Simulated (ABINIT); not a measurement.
**CuAu: relaxation of cell and atoms with LDA**

Crystal: CuAu.

```
Au Cu
1.0
     1.44306    0.83315    4.25617
    -1.44306    0.83315    4.25617
     0.00000   -1.66630    4.25617
Au Cu
1 1
Direct
  0.00000 0.00000 0.00000
  0.50000 0.50000 0.50000
```

The cell comes from a database or a generator and needn't be the stable form of this composition.

- Program: ABINIT 10.8.3 (patched build)
- Task: relaxation of cell and atoms
- Functional: LDA
- Potentials or basis: JTH PAW LDA v2.0
- Cutoff: 707 eV
- k mesh: 9 × 9 × 9
- Occupations: fermi-dirac, width 0.05 eV
- Spin: no spin polarisation
- Cell freedom (optcell): 2
- Cutoff smearing ecutsm (Ha): 0.5
- Optimiser (ionmov): 22
- Force stop (Ha/bohr): 5e-05
- Fine-grid cutoff: 1306.15 eV

```
Relaxed volume                                        : 14.07 Å³/atom
Relaxed cell                                          : a = 4.520 Å, b = 4.520 Å, c = 4.520 Å, α = 35.72°, β = 35.72°, γ = 35.72°
Space group after relaxing (to 0.05 Å)                : R-3m (No. 166)
Energy gained by relaxing                             : 60.6 meV/atom
Ionic steps                                           : 7
Pressure after relaxing                               : 0.0 GPa
Band gap on the k mesh                                : none (metal or under the smearing width)
Valence electrons inside the program's atomic spheres : Au 9.64; Cu 17.35
```

Step by step:
```
step  energy change (eV)  largest force (eV/Å)  pressure (GPa)  volume (Å³)
   1              0.0000                0.0000          -12.81        30.70
   2             -0.0783                0.0000           -7.83        29.52
   3             -0.1169                0.0000            2.16        27.82
   4             -0.1196                0.0000            0.15        28.11
   5             -0.1206                0.0000           -0.16        28.16
   6             -0.1213                0.0000            0.00        28.14
   7             -0.1213                0.0000            0.00        28.14
```

Final structure:
```yaml
crystal:
  lattice:
    - [1.38641, 0.80044, 4.22694]
    - [-1.38641, 0.80044, 4.22694]
    - [0.00000, -1.60089, 4.22694]
  atoms:
    - { symbol: Au, position: [0.00000, 0.00000, 0.00000] }
    - { symbol: Cu, position: [0.50000, 0.50000, 0.50000] }
```

Levels at points of the mesh, in eV from the Fermi level:
```tsv
k point	band 11	band 12	band 13	band 14	band 15	band 16	band 17	band 18	band 19
(0.00, 0.00, 0.00)	-3.11	-2.41	-2.41	-1.70	-1.70	-0.73	4.52	15.39	17.38
```

It took 33 min on 1 thread of Arm Neoverse V2, on a shared host, peak memory 0.26 GiB.

Spin-orbit coupling is left out, which matters for the levels of Au.
